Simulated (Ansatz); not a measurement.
# Si7Ge: the cost of one run

Method: DFT r2SCAN, scalar-relativistic, plane waves, PAW, in Ansatz 0.2.0.

1 further run of the same task is left out (set aside as unsound or not needed). Runs told in other sessions of the task aren't counted.

### 1 Starting point

It takes space group P-43m (No. 215, cubic). Conventional cell: a = 5.468 Å, b = 5.468 Å, c = 5.468 Å, α = 90.00°, β = 90.00°, γ = 90.00°. Si (site symmetry 3m) has 3 Si at 2.36 Å and 1 Ge at 2.39 Å in its first shell of neighbours. Si (site symmetry -42m) has 4 Si at 2.36 Å in its first shell of neighbours. Ge (site symmetry -43m) is surrounded by 4 Si at 2.39 Å.

As a file:

```cif
data_structure
_symmetry_space_group_name_H-M 'P 1'
_symmetry_Int_Tables_number 1
_cell_length_a 5.4680
_cell_length_b 5.4680
_cell_length_c 5.4680
_cell_angle_alpha 90.000
_cell_angle_beta 90.000
_cell_angle_gamma 90.000
_cell_volume 163.49
loop_
_atom_site_label
_atom_site_type_symbol
_atom_site_fract_x
_atom_site_fract_y
_atom_site_fract_z
_atom_site_occupancy
Si1 Si 0.25243 0.25243 0.25243 1
Si2 Si 0.00000 0.50000 0.50000 1
Si3 Si 0.50000 0.50000 0.00000 1
Si4 Si 0.50000 0.00000 0.50000 1
Si5 Si 0.74757 0.25243 0.74757 1
Si6 Si 0.74757 0.74757 0.25243 1
Si7 Si 0.25243 0.74757 0.74757 1
Ge1 Ge 0.00000 0.00000 0.00000 1
```

It goes back to an entry of the Materials Project, which need not be the stable form.

It is the result of an earlier relaxation at this level (volume 20.44 Å³/atom; gap on the mesh: 0.59 eV).

### 2 The reference cell

The reference gives a free energy of -8776.3403 eV, pressure 0.03 GPa, largest force 0.002 eV/Å and gap on the mesh 0.59 eV. It was computed beforehand with the settings of the runs below.

### 3 Zone-centre phonons by finite displacements

File input.yaml:

```yaml
crystal:
  lattice:
    - [5.4679684304, 0.0, 0.0]
    - [0.0, 5.4679684304, 0.0]
    - [0.0, 0.0, 5.4679684304]
  atoms:
    - { symbol: Si, position: [0.2524307582, 0.2524307582, 0.2524307582] }
    - { symbol: Si, position: [0.0, 0.5, 0.5] }
    - { symbol: Si, position: [0.5, 0.5, 0.0] }
    - { symbol: Si, position: [0.5, 0.0, 0.5] }
    - { symbol: Si, position: [0.7475692418, 0.2524307582, 0.7475692418] }
    - { symbol: Si, position: [0.7475692418, 0.7475692418, 0.2524307582] }
    - { symbol: Si, position: [0.2524307582, 0.7475692418, 0.7475692418] }
    - { symbol: Ge, position: [0.0, 0.0, 0.0] }
basis:
  ecutwfc: 500
kpoints:
  mp_grid: { grid: [6, 6, 6] }
hamiltonian:
  xc: r2scan
scf:
  occupations: { method: gaussian, width: 0.05 }
output:
  eigenvalues: true
phonons:
  method: fd
  supercell: [1, 1, 1]
  amplitude: 0.02
  eigenvectors: true
  dielectric: false
```

The run is started by

```console
ansatz run input.yaml --threads 2 --pin off --max-ram 5120MiB --backend cpu --events-out ev --progress --plain --runs-dir out
```

What time and memory should one allow on 2 threads of Arm Neoverse V2, shared host?

About 2.1 min, with a peak of 1.1 GiB.
